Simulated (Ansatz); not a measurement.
**A strain series on MgI2 (fluorite): uniaxial along [111], other directions held**

MgI2 (fluorite), relaxed with r2SCAN in Ansatz 0.2.0, then strained (uniaxial along [111], other directions held; changes of length per length, axes as in the cell below) with the atoms relaxed again within the symmetry that is left. Space group Fm-3m (No. 225), cubic; conventional cell a = 7.511 Å, 35.32 Å³ an atom. Mg has 8 I at 3.25 Å; I has 4 Mg at 3.25 Å. Simulation only: spin-unpolarised, and no claim that this is the phase found in nature.

```yaml
crystal:
  lattice:
    - [0.00000, 3.75572, 3.75572]
    - [3.75572, 0.00000, 3.75572]
    - [3.75572, 3.75572, 0.00000]
  atoms:
    - { symbol: Mg, position: [0.00000, 0.00000, 0.00000] }
    - { symbol: I, position: [0.25000, 0.25000, 0.25000] }
    - { symbol: I, position: [0.75000, 0.75000, 0.75000] }
```

Gaps are the least over each mesh (PBE 6×6×6, r2SCAN 6×6×6, HSE06 4×4×4 when unstrained) and the special points, which keep their unstrained names; stress is the change from the unstrained cell, compression positive.

| strain (%) | gap, PBE (eV) | gap, r2SCAN (eV) | gap, HSE06 (eV) | edges, HSE06 | stress along the strain, r2SCAN (GPa) | energy rise, r2SCAN (meV/atom) |
| --- | --- | --- | --- | --- | --- | --- |
| -3.0 | 0.686 | 1.427 | 1.516 | X → Γ | +0.32 | 0.7 |
| -2.64 | 0.675 | 1.415 | 1.503 | X → Γ | +0.26 | 0.5 |
| 0.0 | 0.609 | 1.341 | 1.427 | X → Γ | 0.00 | 0.0 |
| +1.02 | 0.592 | 1.321 | 1.407 | X → Γ | -0.05 | 0.1 |

Between zero and the nearest strains the slope of the HSE06 gap against strain is -0.029 eV per percent for negative and -0.019 for positive strain.

Spin-orbit coupling is left out, which matters wherever the heavy atoms make up the band edges.

The meshes of the hybrids are coarse, so their gaps aren't converged to the digits shown.
